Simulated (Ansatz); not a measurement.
**Ni and the effect of the starting magnetic order**

It takes space group Fm-3m (No. 225, cubic). The conventional cell has a = 3.475 Å, b = 3.475 Å, c = 3.475 Å, α = 90.00°, β = 90.00°, γ = 90.00°. Around Ni (site symmetry m-3m) lie 12 Ni at 2.46 Å.

Kept alike: task single point; functional PBEsol; k mesh 13 × 13 × 13; occupations fermi-dirac, width 0.05 eV. Program: Ansatz, Ansatz PAW, cutoff 420 eV. The mesh is that of the run's cell of 1 atom. No spin-orbit coupling.

```csv
starting magnetic order,largest site moment (μB),moment of the cell (μB),free energy over the lowest row (meV/atom)
"ferromagnetic start, larger moments",0.66,0.63,0.00
fm,0.66,0.63,0.00
random,0.66,0.63,0.00
spin off,0.00,0.00,52.97
```

For a metal such a mesh leaves the last digits unconverged. The runs hold the magnetic state that their start led to, which needn't be the lowest. The row without spin has no moments by construction. Site moments count inside each atom's sphere or projector. All rows use potentials made for PBE.

**Question.** What does the starting magnetic order change here?

**Answer.** The largest site moment runs from 0.00 (spin off) to 0.66 μB (ferromagnetic start, larger moments; fm; random). The moment of the cell runs from 0.00 (spin off) to 0.63 μB (ferromagnetic start, larger moments; fm; random). The free energy is lowest at ferromagnetic start, larger moments; fm; random, and 52.97 meV an atom higher at spin off. Starts that end at one energy have found one state: ferromagnetic start, larger moments; fm; random.
